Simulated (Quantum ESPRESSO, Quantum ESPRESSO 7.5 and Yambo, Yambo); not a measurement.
# ZnSe (Stilleite): bands and cutoff in G0W0 with Yambo

Aim: raise bands and screening cutoff together for ZnSe (Stilleite) and follow gap and time.

Program: Quantum ESPRESSO 7.5 and Yambo 5.3.0. Level of theory: PBE and many-body steps on it, plane waves. Results are calculated unless marked as measured.

### Step 1. The starting structure

It takes space group F-43m (No. 216, cubic). Conventional cell: a = 5.668 Å, b = 5.668 Å, c = 5.668 Å, α = 90.00°, β = 90.00°, γ = 90.00°. Nearest to Zn lie 4 Se at 2.45 Å. Nearest to Se lie 4 Zn at 2.45 Å. Farther neighbours and most contacts between anions are not listed.

The cell and positions come from the Crystallography Open Database and are kept as given unless a step says otherwise.

### Step 2. Empty states on the mesh, 4×4×4 mesh, 559 bands

This step: Quantum ESPRESSO 7.5; DFT, PBE, plane waves, norm-conserving pseudopotentials.

The sums over transitions need many empty states on a uniform mesh; this step solves for them.

Contents of pw.in:

```
&control
  calculation = 'nscf'
  prefix = 'x'
  outdir = 'o'
  pseudo_dir = 'pseudo'
/
&system
  ibrav = 0
  nat = 2
  ntyp = 2
  ecutwfc = 104.0
  nbnd = 559
  force_symmorphic = .true.
/
&electrons
  conv_thr = 1e-9
  electron_maxstep = 80
  diago_full_acc = .true.
  diago_thr_init = 5e-6
/
ATOMIC_SPECIES
  Zn 65.38 Zn.upf
  Se 78.971 Se.upf
CELL_PARAMETERS angstrom
  -0.0000000000 2.8338000000 2.8338000000
  2.8338000000 -0.0000000000 2.8338000000
  2.8338000000 2.8338000000 0.0000000000
ATOMIC_POSITIONS crystal
  Zn 0.0000000000 0.0000000000 0.0000000000
  Se 0.2500000000 0.2500000000 0.2500000000
K_POINTS automatic
  4 4 4 0 0 0
```

On the command line:

```bash
OMP_NUM_THREADS=1 mpirun -n 8 pw.x -nk 4 -in pw.in > pw.out
```

The log of the run:

```text
Program PWSCF v.7.5 starts

     This program is part of the open-source Quantum ESPRESSO suite
     for quantum simulation of materials; please cite
         "P. Giannozzi et al., J. Phys.:Condens. Matter 21 395502 (2009);
         "P. Giannozzi et al., J. Phys.:Condens. Matter 29 465901 (2017);
         "P. Giannozzi et al., J. Chem. Phys. 152 154105 (2020);
     in publications or presentations arising from this work. More details at

     Atomic positions and unit cell read from directory:
     o/x.save/

     Message from routine setup:
[...]
66.8190  66.8190  66.8650  68.6406  68.6406  68.7404  68.8674  68.8674
     [... 58 further rows ...]
   294.0106 294.0106 294.4647 294.6414 294.6414 295.0329 295.2882 295.2882
   295.9680 295.9680 296.3142 297.4017 297.4017 297.8626 298.2245

          k = 0.3536 0.0000 0.0000 (  5457 PWs)   bands (ev):

     [... further k-points ...]

     highest occupied, lowest unoccupied level (ev):     8.7791   10.0703

     XML data file, pseudopotentials, collected wavefunctions

=------------------------------------------------------------------------------=
   JOB DONE.
=------------------------------------------------------------------------------=
```

Wall time 77 s (8 MPI ranks of Arm Neoverse V1, shared host); peak memory 1.8 GiB; 10 min of CPU time.

Numbers from this step:

```yaml
gap: 1.291 eV
k_of_the_valence_top: 0, 0, 0
k_of_the_conduction_bottom: 0, 0, 0
least_direct_gap: 1.291 eV
k_points_computed: 8
lowest_point_of_the_top_converged_band_above_the_valence_top: 289.4454 eV
```

On this mesh the gap is 1.291 eV.

The density comes from a self-consistent run that is not shown.

### Step 3. Conversion and set-up

This step: Yambo 5.3.0; conversion and set-up on PBE, plane waves, norm-conserving pseudopotentials.

The states are converted to the many-body program's format and the q mesh is built.

On the command line:

```bash
(cd o/x.save; p2y > p2y.log; mv SAVE ../..); yambo > setup.log
```

The log of the run:

```text
 Yambo, version 5.3.0

 [02] CORE Variables Setup
 =========================

  [02.01] Unit cells
  ==================

  Cell kind             :  FCC
  Atoms in the cell     :  Zn  Se
  number of Zn atoms    :  1
  number of Se atoms    :  1

  List of atomic masses
  Mass of Zn    :  65.38000
  Mass of Se    :  78.97100

  List of atomic coordinates    : [cc]
  Zn1       :  0.000000  0.000000  0.000000  order 1
  Se1       :  2.677553  2.677553  2.677553  order 2

  Alat factors          :  5.355106  5.355106  5.355106 [a.u.]
  Direct lattice volume :  307.1384 [a.u.]
[...]
==========================================

 IBZ Q-points                                      :   8
 BZ  Q-points                                      :   64

 K/Q-points units:
 rlu = crystal or reduced units; cc = cartesian coordinates; iku = interal k-units

 Q [1]          [rlu]:  0.000000  0.000000  0.000000
 Q [2]          [rlu]:  0.33641E-17  0.33641E-17  0.25000
 Q [3]          [rlu]: -0.67283E-17 -0.67283E-17 -0.50000
[...]
Q [7]          [rlu]:  0.12061E-16 -0.50000     -0.50000
 Q [8]          [rlu]:  0.250000 -0.500000 -0.250000

  [03.01] X indexes
  =================

   [03.01.01] Sigma indexes
   ========================

 [06] Game Over & Game summary
```

Wall time 3.4 s (1 MPI rank); peak memory 0.26 GiB.

### Step 4. 89 bands, 122.5 eV

Now the one-shot GW correction: screening in the RPA, then the self-energy of the levels asked for.

This step: G0W0 on PBE, plane waves, norm-conserving pseudopotentials.

Contents of gw1.in:

```
HF_and_locXC
gw0
dyson
ppa
em1d
rim_cut
RandQpts= 1000000
RandGvec= 1 RL
EXXRLvcs= 104 Ry
VXCRLvcs= 416 Ry
Chimod= "HARTREE"
% BndsRnXp
 1 | 89 |
%
NGsBlkXp= 9 Ry
% LongDrXp
 1 | 1 | 1 |
%
% GbndRnge
 1 | 89 |
%
DysSolver= "n"
ExtendOut
PPAPntXp= 27.21138 eV
% QPkrange
 1 | 1 | 21 | 24 |
%
```

On the command line:

```bash
OMP_NUM_THREADS=1 mpirun -n 8 yambo -F gw1.in -J gw1 -C gw1 > gw1.log
```

The log of the run:

```text
 Yambo, version 5.3.0

 [02] CORE Variables Setup
 =========================

  [... cell, symmetries and grids as in the set-up ...]

  [02.05] Energies & Occupations
  ==============================

  [X] === General ===
  [X] Electronic Temperature                        :  0.000000  0.000000 [eV K]
  [X] Bosonic    Temperature                        :  0.000000  0.000000 [eV K]
  [X] Finite Temperature mode                       : no
  [X] El. density                                   :  0.96675E+24 [cm-3]
  [X] Fermi Level                                   :  8.779089 [eV]

  [X] === Gaps and Widths ===
  [X] Conduction Band Min                           :  1.291205 [eV]
  [X] Valence Band Max                              :  0.000000 [eV]
  [X] Filled Bands                                  :  22
  [X] Empty Bands                                   :    23   559
  [X] Direct Gap                                    :  1.291205 [eV]
  [X] Direct Gap localized at k                     :  1
  [X] Indirect Gap                                  :  1.291205 [eV]
  [X] Indirect Gap between kpts                     :  1  1
  [X] Last valence band width                       :  2.657666 [eV]
  [X] 1st conduction band width                     :  4.197883 [eV]

 [03] Transferred momenta grid and indexing
 ==========================================

 IBZ Q-points                                      :   8
 BZ  Q-points                                      :   64

 K/Q-points units:
 rlu = crystal or reduced units; cc = cartesian coordinates; iku = interal k-units

 Q [1]          [rlu]:  0.000000  0.000000  0.000000
 Q [2]          [rlu]:  0.33641E-17  0.33641E-17  0.25000
 Q [3]          [rlu]: -0.67283E-17 -0.67283E-17 -0.50000
 Q [4]          [rlu]: -0.60307E-17  0.25000      0.25000
 Q [5]          [rlu]: -0.10514E-16  0.25000      0.50000
 Q [6]          [rlu]: -0.67283E-17  0.25000     -0.25000
 Q [7]          [rlu]:  0.12061E-16 -0.50000     -0.50000
 Q [8]          [rlu]:  0.250000 -0.500000 -0.250000

 [04] Coloumb potential Random Integration (RIM)
 ===============================================

  [04.01] RIM initialization
  ==========================

  * Diagonal components only detected *

  8 x (sBL volume)        :  0.100952 [a.u.]
  sBZ random points       :  1000000
  Points outside the sBZ  :   7968281
  RL volume               :  0.807617 [a.u.]
  Integrated volume       :  0.810832 [a.u.]

  [04.02] RIM integrals
  =====================

  Gamma point sphere radius             :  0.084461 [a.u.]
  Points outside the sphere             :   800476
  [Int_sBZ(q=0) 1/q^2]*(Vol_sBZ)^(-1/3) =:  7.776341
                                 should be <:  7.795600

  Summary of Coulomb integrals for non-metallic bands |Q|[au] RIM/Bare

  Q [1] 0.100000E-4 0.997530 * Q [2] 0.254029 1.068455
  Q [4] 0.293327 1.068048 * Q [6] 0.414827 1.030576
  Q [5] 0.486428 1.023062 * Q [3] 0.508057 1.020719
  Q [7] 0.586654 1.016898 * Q [8] 0.655899 1.013831

 [WARNING] [Xp] User bands 1-89 break level degeneracy

 [05] Dipoles
 ============

  [05.01] Setup: observables and procedures
  =========================================

 [06] Dynamic Dielectric Matrix (PPA)
 ====================================

 [SLK-Inversion]  Pools        :  2
 [SLK-Inversion]  BLACS grid   :  2  2

 [WR./gw1//ndb.pp]---------------------------------------------------------------
  Brillouin Zone Q/K grids (IBZ/BZ)                :    8   64    8   64
  RL vectors                                       :   6615 [WF]
  Coulomb cutoff potential                         : none
  Electronic Temperature                           :  0.000000 [K]
  Bosonic    Temperature                           :  0.000000 [K]
  PPA    diel. fun.  energies                      : Perdew, Burke & Ernzerhof(X)+Perdew, Burke & Ernzerhof(C)
  wavefunctions                                    : Perdew, Burke & Ernzerhof(X)+Perdew, Burke & Ernzerhof(C)
  Global Gauge                                     : length
  X matrix size                                    :  169
  X band range                                     :    1   89
  X e/h energy range                               : -1.000000 -1.000000 [eV]
  X Time ordering                                  : R
  X Hxc Kernel                                     : HARTREE
  X Drude frequency                                :  0.000000  0.000000
  X poles                                          :  100.0000 [o/o]
  RL vectors in the sum                            :   6615
  [r,Vnl] included                                 : yes
  Field direction                                  :  0.577350E-5  0.577350E-5  0.577350E-5
  BZ energy Double Grid                            : no
  BZ energy DbGd points                            : 0
  BZ Q point size factor                           : -1.000000
  X Optical Averaged directions                    : none

 [07] Local Exchange-Correlation + Non-Local Fock
 ================================================

 [VXC] Plane waves :   44039
 [EXS] Plane waves :   5601

 QP @ state[ 1 ] K range:  1  1
 QP @ state[ 1 ] b range:  21  24

 [xc] Functional : Perdew, Burke & Ernzerhof(X)+Perdew, Burke & Ernzerhof(C)
 [xc] LIBXC used to calculate xc functional
  PP Number of Atomic Species                      :  2
  NLCC RL compoments                               :   44039
  PP Number of Atomic Species                      :  2
  NLCC RL compoments                               :   44039

 [xc] E_xc :  -44.07142 [Ha]
      E_xc :  -88.14284 [Ry]

  Local XC kind (lXC) : Perdew, Burke & Ernzerhof(X)+Perdew, Burke & Ernzerhof(C)
  Non-Local XC kind (nlXC) : Hartree-Fock

  Corrections @ K [1] :  [eV]
 <21|nlXC|21> = -19.77204 -0.41030E-17 <21|lXC|21> = -17.09314  0.000000
 <22|nlXC|22> = -19.77192  0.11510E-16 <22|lXC|22> = -17.09314  0.23602E-16
 <23|nlXC|23> = -8.904226  0.17650E-17 <23|lXC|23> = -12.79076  0.94408E-16
 <24|nlXC|24> = -6.297340  0.64940E-18 <24|lXC|24> = -11.02908 -0.94408E-16

 [08] Dyson equation: Newton solver
 ==================================

  [08.01] G0W0 (W PPA)
  ====================

  [  GW  ] Bands range     :    1   89
  [GW/PPA] G damping       :  0.100000 [eV]

  QP @ state[ 1 ] K range:  1  1
  QP @ state[ 1 ] b range:  21  24

   Sc/G bands                                       :    1   89
   Sc/G damping                                     :  0.100000 ev
   Sc bands terminator                              : no
   Sx RL components                                 :   5601

   QP @ state[ 1 ] K range                          :  1  1
   QP @ state[ 1 ] b range                          :  21  24
   GF energies kind                                 : Perdew, Burke & Ernzerhof(X)+Perdew, Burke & Ernzerhof(C)
   GF WF`s kind                                     : Perdew, Burke & Ernzerhof(X)+Perdew, Burke & Ernzerhof(C)
   Xs energies kind                                 : Perdew, Burke & Ernzerhof(X)+Perdew, Burke & Ernzerhof(C)
   Xs WF`s kind                                     : Perdew, Burke & Ernzerhof(X)+Perdew, Burke & Ernzerhof(C)

 [11] Game Over & Game summary
```

Elapsed: 50 s, on 8 MPI ranks; peak memory 4.2 GiB; 6.5 min of CPU time.

This step gave:

```
G0W0 gap on the points computed              : 2.042 eV
starting gap on the mesh                     : 1.291 eV
k of the valence top                         : 0, 0, 0
k of the conduction bottom                   : 0, 0, 0
least direct G0W0 gap on the computed points : 2.042 eV
Z at the valence top                         : 0.7955
Z at the conduction bottom                   : 0.8131
```

The gap on the mesh goes from 1.29 eV to 2.04 eV, a correction of +0.75 eV.

### Step 5. 241 bands, 231.3 eV

Contents of gw2.in:

```
HF_and_locXC
gw0
dyson
ppa
em1d
rim_cut
RandQpts= 1000000
RandGvec= 1 RL
EXXRLvcs= 104 Ry
VXCRLvcs= 416 Ry
Chimod= "HARTREE"
% BndsRnXp
 1 | 241 |
%
NGsBlkXp= 17 Ry
% LongDrXp
 1 | 1 | 1 |
%
% GbndRnge
 1 | 241 |
%
DysSolver= "n"
ExtendOut
PPAPntXp= 27.21138 eV
% QPkrange
 1 | 1 | 21 | 24 |
%
```

On the command line:

```bash
OMP_NUM_THREADS=1 mpirun -n 8 yambo -F gw2.in -J gw2 -C gw2 > gw2.log
```

The log of the run:

```text
 Yambo, version 5.3.0

 [02] CORE Variables Setup
 =========================

  [... cell, symmetries and grids as in the set-up ...]

  [02.05] Energies & Occupations
  ==============================

  [X] === General ===
  [X] Electronic Temperature                        :  0.000000  0.000000 [eV K]
  [X] Bosonic    Temperature                        :  0.000000  0.000000 [eV K]
  [X] Finite Temperature mode                       : no
  [X] El. density                                   :  0.96675E+24 [cm-3]
  [X] Fermi Level                                   :  8.779089 [eV]

  [X] === Gaps and Widths ===
  [X] Conduction Band Min                           :  1.291205 [eV]
  [X] Valence Band Max                              :  0.000000 [eV]
  [X] Filled Bands                                  :  22
  [X] Empty Bands                                   :    23   559
  [X] Direct Gap                                    :  1.291205 [eV]
  [X] Direct Gap localized at k                     :  1
  [X] Indirect Gap                                  :  1.291205 [eV]
  [X] Indirect Gap between kpts                     :  1  1
  [X] Last valence band width                       :  2.657666 [eV]
  [X] 1st conduction band width                     :  4.197883 [eV]

 [03] Transferred momenta grid and indexing
 ==========================================

 IBZ Q-points                                      :   8
 BZ  Q-points                                      :   64

 K/Q-points units:
 rlu = crystal or reduced units; cc = cartesian coordinates; iku = interal k-units

 Q [1]          [rlu]:  0.000000  0.000000  0.000000
 Q [2]          [rlu]:  0.33641E-17  0.33641E-17  0.25000
 Q [3]          [rlu]: -0.67283E-17 -0.67283E-17 -0.50000
[...]
================================================

 [VXC] Plane waves :   44039
 [EXS] Plane waves :   5601

 QP @ state[ 1 ] K range:  1  1
 QP @ state[ 1 ] b range:  21  24

 [xc] Functional : Perdew, Burke & Ernzerhof(X)+Perdew, Burke & Ernzerhof(C)
 [xc] LIBXC used to calculate xc functional
  PP Number of Atomic Species                      :  2
  NLCC RL compoments                               :   44039
  PP Number of Atomic Species                      :  2
  NLCC RL compoments                               :   44039

 [xc] E_xc :  -44.07142 [Ha]
      E_xc :  -88.14284 [Ry]

  Local XC kind (lXC) : Perdew, Burke & Ernzerhof(X)+Perdew, Burke & Ernzerhof(C)
  Non-Local XC kind (nlXC) : Hartree-Fock

  Corrections @ K [1] :  [eV]
 <21|nlXC|21> = -19.77204 -0.41030E-17 <21|lXC|21> = -17.09314  0.000000
 <22|nlXC|22> = -19.77192  0.11510E-16 <22|lXC|22> = -17.09314  0.23602E-16
 <23|nlXC|23> = -8.904226  0.17650E-17 <23|lXC|23> = -12.79076  0.94408E-16
 <24|nlXC|24> = -6.297340  0.64940E-18 <24|lXC|24> = -11.02908 -0.94408E-16

 [08] Dyson equation: Newton solver
 ==================================

  [08.01] G0W0 (W PPA)
  ====================

  [  GW  ] Bands range     :    1  241
  [GW/PPA] G damping       :  0.100000 [eV]

  QP @ state[ 1 ] K range:  1  1
  QP @ state[ 1 ] b range:  21  24

   Sc/G bands                                       :    1  241
   Sc/G damping                                     :  0.100000 ev
   Sc bands terminator                              : no
   Sx RL components                                 :   5601

   QP @ state[ 1 ] K range                          :  1  1
   QP @ state[ 1 ] b range                          :  21  24
   GF energies kind                                 : Perdew, Burke & Ernzerhof(X)+Perdew, Burke & Ernzerhof(C)
   GF WF`s kind                                     : Perdew, Burke & Ernzerhof(X)+Perdew, Burke & Ernzerhof(C)
   Xs energies kind                                 : Perdew, Burke & Ernzerhof(X)+Perdew, Burke & Ernzerhof(C)
   Xs WF`s kind                                     : Perdew, Burke & Ernzerhof(X)+Perdew, Burke & Ernzerhof(C)

 [11] Game Over & Game summary
```

Wall time 4.4 min (8 MPI ranks); peak memory 4.6 GiB; 35 min of CPU time.

This step gave:

- G0W0 gap on the points computed: 2.039 eV
- starting gap on the mesh: 1.291 eV
- k of the valence top: 0, 0, 0
- k of the conduction bottom: 0, 0, 0
- least direct G0W0 gap on the computed points: 2.039 eV
- Z at the valence top: 0.7958
- Z at the conduction bottom: 0.8127

Against G0W0 in Yambo (4×4×4 mesh, 89 bands, screening to 122.5 eV, Godby-Needs plasmon pole), the gap moves by −0.003 eV.

### Step 6. 559 bands, 353.7 eV

Contents of gw3.in:

```
HF_and_locXC
gw0
dyson
ppa
em1d
rim_cut
RandQpts= 1000000
RandGvec= 1 RL
EXXRLvcs= 104 Ry
VXCRLvcs= 416 Ry
Chimod= "HARTREE"
% BndsRnXp
 1 | 559 |
%
NGsBlkXp= 26 Ry
% LongDrXp
 1 | 1 | 1 |
%
% GbndRnge
 1 | 559 |
%
DysSolver= "n"
ExtendOut
PPAPntXp= 27.21138 eV
% QPkrange
 1 | 1 | 21 | 24 |
%
```

On the command line:

```bash
OMP_NUM_THREADS=1 mpirun -n 8 yambo -F gw3.in -J gw3 -C gw3 > gw3.log
```

The log of the run:

```text
 Yambo, version 5.3.0

 [02] CORE Variables Setup
 =========================

  [... cell, symmetries and grids as in the set-up ...]

  [02.05] Energies & Occupations
  ==============================

  [X] === General ===
  [X] Electronic Temperature                        :  0.000000  0.000000 [eV K]
  [X] Bosonic    Temperature                        :  0.000000  0.000000 [eV K]
  [X] Finite Temperature mode                       : no
  [X] El. density                                   :  0.96675E+24 [cm-3]
[...]
Sx RL components                                 :   5601

   QP @ state[ 1 ] K range                          :  1  1
   QP @ state[ 1 ] b range                          :  21  24
   GF energies kind                                 : Perdew, Burke & Ernzerhof(X)+Perdew, Burke & Ernzerhof(C)
   GF WF`s kind                                     : Perdew, Burke & Ernzerhof(X)+Perdew, Burke & Ernzerhof(C)
   Xs energies kind                                 : Perdew, Burke & Ernzerhof(X)+Perdew, Burke & Ernzerhof(C)
   Xs WF`s kind                                     : Perdew, Burke & Ernzerhof(X)+Perdew, Burke & Ernzerhof(C)

 [11] Game Over & Game summary
```

Elapsed: 27 min, on 8 MPI ranks; peak memory 7.8 GiB.

Numbers from this step:

```yaml
g0w0_gap_on_the_points_computed: 2.043 eV
starting_gap_on_the_mesh: 1.291 eV
k_of_the_valence_top: 0, 0, 0
k_of_the_conduction_bottom: 0, 0, 0
least_direct_g0w0_gap_on_the_computed_points: 2.043 eV
```

Against G0W0 in Yambo (4×4×4 mesh, 241 bands, screening to 231.3 eV, Godby-Needs plasmon pole), the gap moves by +0.004 eV.

### Step 7. The runs together

Times are wall times on 8 MPI ranks of Arm Neoverse V1, shared host, good to a factor of about two.

```csv
run,mesh,bands,screening cutoff (eV),DFT gap (eV),gap on the mesh (eV),direct (eV),time
"89 bands, 122.5 eV",4×4×4,89,122.5,1.291,2.042,2.042,50 s
"241 bands, 231.3 eV",4×4×4,241,231.3,1.291,2.039,2.039,4.4 min
"559 bands, 353.7 eV",4×4×4,559,353.7,1.291,2.043,2.043,27 min
```

### Step 8. Summary of results

```json
{
 "89 bands, 122.5 eV": "2.042 eV",
 "241 bands, 231.3 eV": "2.039 eV",
 "559 bands, 353.7 eV": "2.043 eV",
 "known limits": "not at the basis limit; no spin-orbit coupling; coarse k mesh"
}
```

**Reading.** From the first rung to the last the gap moves by +0.001 eV for 33 times the time. The gap turns back along the series, so no limit is drawn from it. In the G0W0 runs levels were corrected at 1 k point alone, so a gap called «on the mesh» is the least over those, and an edge elsewhere would be missed. The 4×4×4 mesh is coarse for this cell, which bears on the long-range parts of exchange and screening. The many-body steps are scalar-relativistic: spin-orbit coupling is not in them.

[Paths, hosts, dates, memory and timing lines, banners, echoed tables and standing remarks are left out of the program output.]

[Logs are printed without paths, hosts, clocks, repeated set-up lines and the standing remarks that a program may print on its own settings, such as how far it seeks lower states.]

[Runs of the session that timed out or met a known fault of the program may be left out.]

[Hosts, paths, dates, database ids (printed as entryN), source tags and the programs' standing remarks are cut or masked in the printed files.]
